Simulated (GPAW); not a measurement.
Wanted: an ASE script for a GPAW 26.7.0 run.

* Task: equation of state
* Functional: PBE
* Dispersion: D3(BJ)
* Potentials or basis: GPAW PAW data sets (gpaw-data 1.2.1)
* Cutoff: 600 eV
* Basis: pw
* k mesh: 6 × 6 × 6
* Occupations: fermi-dirac, width 0.05 eV
* Spin: no spin polarisation
* Maxiter: 150
* Eos scales: [0.94, 0.96, 0.98, 1.0, 1.02, 1.04, 1.06]

The structure of CdTe lies in CdTe.xyz:

```xyz
2
Lattice="0.0000000000 3.2050000000 3.2050000000 3.2050000000 0.0000000000 3.2050000000 3.2050000000 3.2050000000 0.0000000000" Properties=species:S:1:pos:R:3 pbc="T T T"
Te     4.8075000000      4.8075000000      4.8075000000
Cd     0.0000000000      0.0000000000      0.0000000000
```

The input as run:

run.py

```python
from ase.calculators.mixing import SumCalculator
from ase.eos import EquationOfState
from ase.io import Trajectory, read
from ase.units import GPa
from dftd3.ase import DFTD3
from gpaw import GPAW, PW

atoms = read('CdTe.xyz')

traj = Trajectory('eos.traj', 'w')
volumes, energies = [], []
for x in [0.94, 0.96, 0.98, 1.0, 1.02, 1.04, 1.06]:
    a = atoms.copy()
    a.set_cell(atoms.cell * x**(1 / 3), scale_atoms=True)
    calc = GPAW(mode=PW(600),
                xc='PBE',
                kpts={'size': (6, 6, 6), 'gamma': True},
                occupations={'name': 'fermi-dirac', 'width': 0.05},
                nbands=18,
                convergence={'density': 1e-05, 'energy': 1e-05},
                maxiter=150,
                txt=f'eos-{x:.2f}.txt')
    a.calc = SumCalculator([calc, DFTD3(method='pbe', damping='d3bj')])
    energies.append(a.get_potential_energy())
    volumes.append(a.get_volume())
    p = -a.get_stress()[:3].mean() / GPa
    calc.write(f'eos-{x:.2f}.gpw')
    traj.write(a)
    print(f'{x:.2f} {volumes[-1]:10.4f} A^3 {energies[-1]:14.6f} eV {p:9.3f} GPa', flush=True)

v0, e0, B = EquationOfState(volumes, energies, eos='birchmurnaghan').fit()
print(f'V0 = {v0:.4f} A^3, E0 = {e0:.6f} eV, B0 = {B / GPa:.2f} GPa')
```

Potentials or basis: GPAW PAW data sets (gpaw-data 1.2.1), pw.

Run with:

```bash
$ OMP_NUM_THREADS=1 python run.py
```

Results of the run:

```json
{"Equilibrium volume": "34.30 Å³/atom", "Bulk modulus": "41 GPa", "Pressure derivative of the bulk modulus": "4.8"}
```

Run time: 73 s on 1 thread of Arm Neoverse V2 (shared host), peak memory 0.28 GiB.
